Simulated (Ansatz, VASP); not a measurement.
**Al: VASP beside Ansatz**

The input INCAR:

```
PREC     = Accurate       # precision mode
ENCUT    = 520            # plane-wave cutoff, eV
EDIFF    = 1E-6           # SCF threshold, eV
ISMEAR   = 0              # smearing method
SIGMA    = 0.05           # smearing width, eV
LREAL    = False          # projectors in reciprocal space
LASPH    = True           # aspherical terms in the spheres
NELM     = 100            # most SCF steps
ALGO     = Normal         # electronic algorithm
ISIF     = 2              # what is computed and relaxed
LWAVE    = False          # write WAVECAR
LCHARG   = False          # write CHGCAR
GGA      = PE             # functional
NBANDS   = 10             # bands
```

Contents of KPOINTS:

```
Automatic mesh
0
Gamma
  15 15 8
```

POSCAR

```
Al
1.0
    2.8124553515      0.0000000000      0.0000000000
   -1.4062276757      2.4356577814      0.0000000000
    0.0000000000      0.0000000000      4.8668500000
Al
2
Direct
    0.6666666700      0.3333333300      0.7500000000
    0.3333333300      0.6666666700      0.2500000000
```

Input for Ansatz:

```yaml
crystal:
  lattice:
    - [2.8124553515, 0.0, 0.0]
    - [-1.4062276757, 2.4356577814, 0.0]
    - [0.0, 0.0, 4.86685]
  atoms:
    - { symbol: Al, position: [0.66666667, 0.33333333, 0.75] }
    - { symbol: Al, position: [0.33333333, 0.66666667, 0.25] }
basis:
  ecutwfc: 500
  fft_grid_basis: typed
kpoints:
  mp_grid: { grid: [15, 15, 8] }
hamiltonian:
  xc: pbe
  pseudopotentials: { kind: paw }
scf:
  occupations: { method: gaussian, width: 0.05 }
output:
  forces: true
  stress: true
  eigenvalues: true
  bader: true
  write_density: true
  volumetric_format: npy
  elf: true
```

This isn't the form of Al at room conditions, which is fcc.

Alike in both runs: task single point; functional PBE; k mesh 15 × 15 × 8; occupations gaussian, width 0.05 eV; no spin polarisation.

|  | VASP | Ansatz |
| --- | --- | --- |
| version | VASP 6.6.1 | Ansatz 0.2.0 |
| potentials or method | VASP PAW PBE potentials, release 64 (Al) | scalar-relativistic, plane waves, PAW |
| plane-wave cutoff (eV) | 520 | 500 |
| valence electrons in the cell | 6 | 6 |

VASP gave:

| Quantity | Value |
| --- | --- |
| gap on the k mesh at the Fermi level (eV) | none |
| pressure (GPa) | 0.3 |
| largest component of the traceless stress (GPa) | 2.09 |

Task: Estimate Ansatz's values.

Result: gap on the k mesh at the Fermi level (eV): none; pressure (GPa): 0.3; largest component of the traceless stress (GPa): 2.11.

A gap of «none» marks a metal or a gap that the smearing closes. The functional is the same, so the differences come from potentials, cutoffs and numerics.
